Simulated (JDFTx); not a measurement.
Crystal: ZnS.

```
Zn S
1.0
     0.00000    2.70200    2.70200
     2.70200    0.00000    2.70200
     2.70200    2.70200    0.00000
Zn S
1 1
Cartesian
  4.0530 4.0530 4.0530
  0.0000 0.0000 0.0000
```

Base run:

- Program: JDFTx 1.7.0 (patched build)
- Functional: PBEsol
- Potentials or basis: PseudoDojo-SR-PBEsol-0.4.1-standard with smoothed tails
- Cutoff: 1143 eV
- Density cutoff: 9143 eV
- k mesh: 9 × 9 × 9
- Occupations: fermi-dirac, width 0.05 eV
- Spin: no spin polarisation

Its results: band gap on the k mesh 1.98 eV, direct; pressure -2.0 GPa.

**Question.** The run is repeated on the same cell with these changes: functional from PBEsol to LDA; potentials or basis from PseudoDojo-SR-PBEsol-0.4.1-standard with smoothed tails to PseudoDojo-SR-LDA-0.4.1-standard with smoothed tails; cutoff from 1143 eV to 980 eV; density cutoff from 9143 eV to 7837 eV. What comes out?

**Answer.** Band gap on the k mesh 1.86 eV, direct; pressure -6.4 GPa.

Caveats: the cutoff is short for these files and lowers the pressure by up to 1 GPa (some runs).

